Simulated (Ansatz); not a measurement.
## fcc against bcc along group 13

All numbers below come from DFT, PBEsol, plane waves (420 eV) with PAW, scalar-relativistic in Ansatz. (PAW data from PBE, frozen cores regenerated.)

Each structure is relaxed within its symmetry, in the lowest magnetic state of the tried starts. Differences under about 8 meV lie within the error of the k-point mesh.

```tsv
element	E(fcc) − E(bcc) (meV/atom)	V(fcc) (Å³/atom)	V(bcc) (Å³/atom)	state of fcc	state of bcc
B	-361	5.82	6.07	spin not included	spin not included
Al	-99	16.18	16.60	spin not included	spin not included
Ga	-20	17.78	17.98	spin not included	spin not included
In	-15	25.53	25.88	spin not included	spin not included
Tl	9	28.43	28.60	spin not included	spin not included
```
